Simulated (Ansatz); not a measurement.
Runs of Ansatz 0.2.0 on TiAl. It takes space group Pm-3m (No. 221, cubic). Conventional cell: a = 3.179 Å, b = 3.179 Å, c = 3.179 Å, α = 90.00°, β = 90.00°, γ = 90.00°. Around Ti (site symmetry m-3m) lie 8 Al at 2.75 Å. Al (site symmetry m-3m) is surrounded by 8 Ti at 2.75 Å. The cell comes from a database or a generator and needn't be the stable form of this composition.

| task | level | U | cell | k mesh | cutoff (eV) | smearing | basis error allowed | mesh quality | gap on the mesh (eV) | pressure (GPa) |
| --- | --- | --- | --- | --- | --- | --- | --- | --- | --- | --- |
| single point | PBE | - | as given | 5 × 5 × 5 | 171 | fermi-dirac 0.06 eV | 0.004 eV/atom | coarse | none | 0.9 |
| single point | PBEsol | - | as given | 8 × 8 × 8 | 205 | fermi-dirac 0.05 eV | 0.001 eV/atom | not flagged | none | (a) |
| single point | LDA | - | as given | 8 × 8 × 8 | 205 | gaussian 0.1 eV | 0.001 eV/atom | not flagged | none | -5.9 |
| relaxation of cell and atoms | PBEsol | - | relaxed to 30 GPa | 8 × 8 × 8 | - | fermi-dirac 0.05 eV | 0.001 eV/atom | not flagged | - | 30.0 |
| relaxation of cell and atoms | PBEsol | - | relaxed to 20 GPa | 8 × 8 × 8 | - | fermi-dirac 0.05 eV | 0.001 eV/atom | not flagged | - | 20.0 |
| relaxation of cell and atoms | PBEsol | - | relaxed to 5 GPa | 8 × 8 × 8 | - | fermi-dirac 0.05 eV | 0.001 eV/atom | not flagged | - | 5.0 |
| single point | PBEsol+D4+U | Ti d U = 4.5 eV | as given | 8 × 8 × 8 | 205 | fermi-dirac 0.05 eV | 0.001 eV/atom | not flagged | none | 0.9 |
| single point | RPBE | - | as given | 8 × 8 × 8 | 204 | gaussian 0.02 eV | 0.001 eV/atom | not flagged | none | 3.4 |

Alike in all rows: potentials or basis all-electron LAPW, scalar-relativistic; no spin polarisation.

Task: Fill in the values left out.

Result: (a) -2.4.

Caveats: some runs use coarse meshes; the k mesh is thin for a metal, which can move the energy by tens of meV per atom (some runs); U is the effective U less J, on atomic orbitals that reach past the spheres (some runs); U without spin polarisation on a metal has little footing (some runs); pairwise dispersion overbinds metals, which lowers pressure and volume (some runs); the U is typed as a test and isn't derived for this compound (some runs).

A gap of «none» marks a metal or a gap under the smearing width.
